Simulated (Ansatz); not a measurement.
The system is Ni.

```xyz
1
Lattice="0.0000 1.7376 1.7376 1.7376 0.0000 1.7376 1.7376 1.7376 0.0000" Properties=species:S:1:pos:R:3 pbc="T T T"
Ni    0.0000    0.0000    0.0000
```

* Program: Ansatz 0.2.0
* Task: single point
* Functional: PBEsol
* Potentials or basis: Ansatz PAW
* Cutoff: 420 eV (not typed: the program's choice for these potentials)
* k mesh: 13 × 13 × 13
* Occupations: fermi-dirac, width 0.05 eV
* Spin: collinear spin, ferromagnetic start
* Starting moments: [1.0] μB

On this cell: pressure -2.4 GPa; net moment 0.63 μB per cell; site moments Ni +0.66 μB; band gap on the k mesh none (metal or under the smearing width).

The same run follows on a disturbed copy (cell strained at random at fixed volume):

```xyz
1
Lattice="0.0165 1.7573 1.7682 1.7191 0.0163 1.7685 1.7145 1.7528 0.0210" Properties=species:S:1:pos:R:3 pbc="T T T"
Ni   -0.0366   -0.0460    0.0311
```

What changes?

The energy (extrapolated to zero smearing) moves by +3.3 meV/atom; pressure -2.3 GPa; net moment 0.63 μB per cell; site moments Ni +0.66 μB; band gap on the k mesh none (metal or under the smearing width).

Stress tensor (GPa, compression positive):
```
-0.31 -1.09 -1.86
-1.09 -2.82 -1.56
-1.86 -1.56 -3.71
```

Caveats: the PAW data sets come from PBE, with cores solved anew for the run's functional, which leaves a small shift of forces and pressure.
